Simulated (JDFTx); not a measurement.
# ZrN (Fm-3m) in JDFTx: single point with PBE

Aim: the single point of ZrN with PBE.

Everything below comes from runs of JDFTx 1.7.0 (patched build). Logs are shortened: lines on timing, memory, paths and dates and some standing lists are left out, and cuts for length are marked. The log counts tension as positive stress, the text compression.

## (1) Starting point

Symmetry: Fm-3m, No. 225, cubic system. The conventional cell has a = 4.600 Å, b = 4.600 Å, c = 4.600 Å, α = 90.00°, β = 90.00°, γ = 90.00°. Zr (site symmetry m-3m) is surrounded by 6 N at 2.30 Å. Around N (site symmetry m-3m) lie 6 Zr at 2.30 Å.

## (2) Single point, PBE

The input, ZrN.in:

```
lattice Face-Centered Cubic 8.6927401733
coords-type Lattice
ion Zr     0.5000000000     0.5000000000     0.5000000000 1
ion N      0.0000000000     0.0000000000     0.0000000000 1

ion-species pseudo/Zr.upf
ion-species pseudo/N.upf
elec-cutoff 42 336
elec-ex-corr gga-PBE
kpoint-folding 5 5 5
elec-smearing Fermi 0.0018374661
elec-n-bands 14
electronic-SCF nIterations 100 energyDiffThreshold 1e-09
electronic-minimize nIterations 30 energyDiffThreshold 1e-7
converge-empty-states yes
forces-output-coords Cartesian

dump-name run.$VAR
dump End Ecomponents EigStats BandEigs Kpoints Forces Stress State ElecDensity Dtot KEdensity
```

Potentials or basis: PseudoDojo-SR-PBE-0.5-standard.

Started as:

```sh
jdftx -c 1 -i ZrN.in -o ZrN.out
```

What it wrote:

```text
*************** JDFTx 1.7.0 (patched build) ***************

Input parsed successfully to the following command list (including defaults):
[... the input with its defaults ...]

---------- Setting up symmetries ----------

Found 48 point-group symmetries of the bravais lattice
Found 48 space-group symmetries with basis
Applied RMS atom displacement 0 bohrs to make symmetries exact.

---------- Initializing the Grid ----------
R =
[            0      4.34637      4.34637  ]
[      4.34637            0      4.34637  ]
[      4.34637      4.34637            0  ]
unit cell volume = 164.214
G =
[  -0.722808   0.722808   0.722808  ]
[   0.722808  -0.722808   0.722808  ]
[   0.722808   0.722808  -0.722808  ]
Minimum fftbox size, Smin = [  52  52  52  ]
Chosen fftbox size, S = [  54  54  54  ]

---------- Initializing tighter grid for wavefunction operations ----------
R =
[            0      4.34637      4.34637  ]
[      4.34637            0      4.34637  ]
[      4.34637      4.34637            0  ]
unit cell volume = 164.214
G =
[  -0.722808   0.722808   0.722808  ]
[   0.722808  -0.722808   0.722808  ]
[   0.722808   0.722808  -0.722808  ]
Minimum fftbox size, Smin = [  36  36  36  ]
Chosen fftbox size, S = [  36  36  36  ]

---------- Exchange Correlation functional ----------
Initalized PBE GGA exchange.
Initalized PBE GGA correlation.

---------- Setting up pseudopotentials ----------
Width of ionic core gaussian charges (only for fluid interactions / plotting) set to 0

Reading pseudopotential file 'pseudo/Zr.upf':
  'Zr' pseudopotential, 'PBE' functional
  Generated using ONCVPSP code by D. R. Hamann
  12 valence electrons, 4 orbitals, 6 projectors, 1001 radial grid points, with lMax = 2
    4S    l: 0   occupation:  2.0   eigenvalue: -2.003021
    4P    l: 1   occupation:  6.0   eigenvalue: -1.192945
    4D    l: 2   occupation:  2.0   eigenvalue: -0.132262
    5S    l: 0   occupation:  2.0   eigenvalue: -0.163149
  Core radius for overlap checks: 1.48 bohrs.

Reading pseudopotential file 'pseudo/N.upf':
  'N' pseudopotential, 'PBE' functional
  Generated using ONCVPSP code by D. R. Hamann
  5 valence electrons, 2 orbitals, 4 projectors, 1001 radial grid points, with lMax = 1
    2S    l: 0   occupation:  2.0   eigenvalue: -0.682907
    2P    l: 1   occupation:  3.0   eigenvalue: -0.260548
  Core radius for overlap checks: 1.31 bohrs.

Initialized 2 species with 2 total atoms.

Folded 1 k-points by 5x5x5 to 125 k-points.

---------- Setting up k-points, bands, fillings ----------
Reduced to 10 k-points under symmetry.
Computing the number of bands and number of electrons
Calculating initial fillings.
nElectrons:  17.000000   nBands: 14   nStates: 10

----- Setting up reduced wavefunction bases (one per k-point) -----
average nbasis = 2137.496 , ideal nbasis = 2134.902

---------- Setting up ewald sum ----------
Optimum gaussian width for ewald sums = 1.974046 bohr.
Real space sum over 1331 unit cells with max indices [  5  5  5  ]
Reciprocal space sum over 2197 terms with max indices [  6  6  6  ]

---------- Allocating electronic variables ----------
Initializing wave functions:  linear combination of atomic orbitals
Zr pseudo-atom occupations:   s ( 2 2 )  p ( 6 )  d ( 2 )
N pseudo-atom occupations:   s ( 2 )  p ( 3 )
	FillingsUpdate:  mu: +0.687323533  nElectrons: 17.000000
LCAOMinimize: Iter:   0  F: -57.2250142399406059  |grad|_K:  2.209e-02  alpha:  1.000e+00
	FillingsUpdate:  mu: +0.669745027  nElectrons: 17.000000
LCAOMinimize: Iter:   1  F: -57.3967544564729977  |grad|_K:  8.814e-03  alpha:  2.031e-01  linmin: -5.135e-01  cgtest:  8.897e-01
LCAOMinimize: Encountered beta<0, resetting CG.
[... 16 lines of inner loops ...]
	FillingsUpdate:  mu: +0.679475644  nElectrons: 17.000000
LCAOMinimize: Iter:   7  F: -57.4226994601847380  |grad|_K:  1.870e-08  alpha:  9.736e-01  linmin:  1.295e-02  cgtest:  7.218e-02
LCAOMinimize: Encountered beta<0, resetting CG.
LCAOMinimize: Converged (|Delta F|<1.000000e-06 for 2 iters).

-------- Electronic minimization -----------
Will mix electronic density at each iteration.
	FillingsUpdate:  mu: +0.679475644  nElectrons: 17.000000
	FillingsUpdate:  mu: +0.661174578  nElectrons: 17.000000
SCF: Cycle:  0   F: -57.471136055075306   dF: -4.844e-02   |Residual|: 9.030e-02   |deigs|: 2.608e-02
	FillingsUpdate:  mu: +0.653684502  nElectrons: 17.000000
SCF: Cycle:  1   F: -57.475206413602400   dF: -4.070e-03   |Residual|: 2.881e-02   |deigs|: 1.017e-02
	FillingsUpdate:  mu: +0.652272148  nElectrons: 17.000000
SCF: Cycle:  2   F: -57.475901811550422   dF: -6.954e-04   |Residual|: 1.613e-02   |deigs|: 5.591e-03
	FillingsUpdate:  mu: +0.650518175  nElectrons: 17.000000
SCF: Cycle:  3   F: -57.475986279789829   dF: -8.447e-05   |Residual|: 3.445e-03   |deigs|: 2.812e-03
	FillingsUpdate:  mu: +0.650926909  nElectrons: 17.000000
SCF: Cycle:  4   F: -57.475987246681193   dF: -9.669e-07   |Residual|: 1.749e-03   |deigs|: 7.005e-04
	FillingsUpdate:  mu: +0.650692932  nElectrons: 17.000000
SCF: Cycle:  5   F: -57.475988940609774   dF: -1.694e-06   |Residual|: 3.514e-04   |deigs|: 3.517e-04
	FillingsUpdate:  mu: +0.650717879  nElectrons: 17.000000
SCF: Cycle:  6   F: -57.475989023668248   dF: -8.306e-08   |Residual|: 1.230e-04   |deigs|: 3.337e-05
	FillingsUpdate:  mu: +0.650729237  nElectrons: 17.000000
SCF: Cycle:  7   F: -57.475989028999244   dF: -5.331e-09   |Residual|: 2.668e-05   |deigs|: 1.900e-05
	FillingsUpdate:  mu: +0.650731083  nElectrons: 17.000000
SCF: Cycle:  8   F: -57.475989029500170   dF: -5.009e-10   |Residual|: 1.207e-05   |deigs|: 7.993e-06
	FillingsUpdate:  mu: +0.650732173  nElectrons: 17.000000
SCF: Cycle:  9   F: -57.475989029633716   dF: -1.335e-10   |Residual|: 3.416e-06   |deigs|: 7.263e-06
SCF: Converged (|Delta E|<1.000000e-09 for 2 iters).

Setting wave functions to eigenvectors of Hamiltonian
Converging empty states (this may take a while): |deigs|: 2.524e-04

# Stress tensor in Cartesian coordinates [Eh/a0^3]:
[  2.46331e-05            0            0  ]
[            0  2.46331e-05            0  ]
[            0            0  2.46331e-05  ]

# Ionic positions in lattice coordinates:
ion Zr   0.500000000000000   0.500000000000000   0.500000000000000 1
ion N   0.000000000000000   0.000000000000000   0.000000000000000 1

# Forces in Cartesian coordinates:
force Zr   0.000000000000000  -0.000000000000000   0.000000000000000 1
force N   0.000000000000000  -0.000000000000000   0.000000000000000 1

# Energy components:
   Eewald =      -52.0899980128547853
       EH =        6.6661861379371672
     Eloc =      -28.4292941481959858
      Enl =        4.3785484003116313
      Exc =      -13.1433209439842447
 Exc_core =        3.6479490235340601
       KE =       21.4944457124877388
-------------------------------------
     Etot =      -57.4754838307644391
       TS =        0.0005051988692779
-------------------------------------
        F =      -57.4759890296337161

IonicMinimize: Iter:   0  F: -57.475989029633716  |grad|_K:  1.211e-41
IonicMinimize: Converged (|grad|_K<1.000000e-04).

#--- Lowdin population analysis ---
# oxidation-state Zr +0.794
# oxidation-state N -0.737

Dumping 'run.eigStats' ...
	eMin: -1.177242 at state 0 ( [ +0.000000 +0.000000 +0.000000 ] spin 0 )
	HOMO: +0.632631 at state 0 ( [ +0.000000 +0.000000 +0.000000 ] spin 0 )
	mu  : +0.650732
	LUMO: +0.650918 at state 9 ( [ +0.200000 +0.400000 -0.400000 ] spin 0 )
	eMax: +1.012641 at state 8 ( [ +0.000000 +0.400000 -0.400000 ] spin 0 )
	HOMO-LUMO gap: +0.018287
	Optical gap  : +0.072048 at state 0 ( [ +0.000000 +0.000000 +0.000000 ] spin 0 )
Done!
[note: the HOMO, LUMO and gaps printed at the end count levels as full or empty at half filling, so they show a gap where a level is partly filled]
```

Wall time 17 s (1 thread of Intel Xeon Platinum 8488C (Sapphire Rapids), shared host); peak memory 0.09 GiB.

Results:

```
Free energy            : -1564.0013 eV
Pressure               : -0.7 GPa
Band gap on the k mesh : none (metal or under the smearing width)
Loewdin charges        : Zr +0.79; N -0.74 e
```

Caveat: the k mesh is coarse (spacing up to 0.47 Å⁻¹), so the values aren't converged.
